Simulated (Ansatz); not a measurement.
Space group Im-3m (No. 229). a = 5.282 Å, b = 5.282 Å, c = 5.282 Å, α = 90.00°, β = 90.00°, γ = 90.00°
| atom | site | symmetry | x | y | z |
| --- | --- | --- | --- | --- | --- |
| K | 2a | m-3m | 0.0000 | 0.0000 | 0.0000 |

Equation of state of this K structure (not necessarily the ground state), with shape and atoms relaxed at each volume where symmetry leaves them free. It has no gap at any of these volumes. These are results of Ansatz, DFT PBE, scalar-relativistic, plane waves, PAW, not measurements.

Settings: cutoff 420 eV, Γ-centred mesh 12×12×12 on the computed 1-atom cell, Gaussian smearing of 0.10 eV; no spin polarisation.

```
V (Å³/atom) E − E(largest V) (meV/atom) P (GPa)
     69.256                         0.74     0.25
     71.466                        -1.80     0.12
     73.676                        -2.63     0.00
     75.887                        -1.96    -0.10
     78.097                         0.00    -0.18
```

Fit a third-order Birch–Murnaghan equation to E(V).

V0 = 73.74 Å³/atom, B0 = 4 GPa, B0' = 3.8.